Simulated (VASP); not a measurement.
Write the native input for VASP 6.6.1 that does the following.

```
Task                   : single point
Functional             : PBE
Potentials or basis    : VASP PAW PBE potentials, release 64 (Be_GW)
Cutoff                 : 550 eV
k mesh                 : 15 × 15 × 15
Occupations            : gaussian, width 0.02 eV
Spin                   : no spin polarisation
Further INCAR settings : ALGO = Normal; EDIFF = 1e-06; NBANDS = 7
```

The structure of Be lies in POSCAR:

```
Be
2.1705
   -0.577342064639      0.577342064639      0.577342064639
    0.577342064639     -0.577342064639      0.577342064639
    0.577342064639      0.577342064639     -0.577342064639
Be
1
Direct
    0.0000000000      0.0000000000      0.0000000000
```

This isn't the form of Be at room conditions, which is hcp.

The input as run:

INCAR

```
ALGO     = Normal         # electronic algorithm
EDIFF    = 1E-6           # SCF threshold, eV
ENCUT    = 550            # plane-wave cutoff, eV
GGA      = PE             # functional
ISIF     = 2              # what is computed and relaxed
ISMEAR   = 0              # smearing method
LASPH    = True           # aspherical terms in the spheres
LCHARG   = False          # write CHGCAR
LREAL    = False          # projectors in reciprocal space
LWAVE    = False          # write WAVECAR
NBANDS   = 7              # bands
NELM     = 80             # most SCF steps
PREC     = Accurate       # precision mode
SIGMA    = 0.02           # smearing width, eV
```

KPOINTS

```
k-points
0
Gamma
  15 15 15
```

Potentials or basis: VASP PAW PBE potentials, release 64 (Be_GW).

The run is started by

```bash
$ cat potpaw_PBE.64/Be_GW/POTCAR > POTCAR
$ mpirun -np 1 vasp_std > vasp.out
```

It gave:

The pressure is -0.5 GPa. The band gap on the k mesh is none (metal or under the smearing width).

Wall time 7.2 s on 1 thread of AMD EPYC 7R13 Processor (Zen 3) (shared host), peak memory 0.09 GiB.
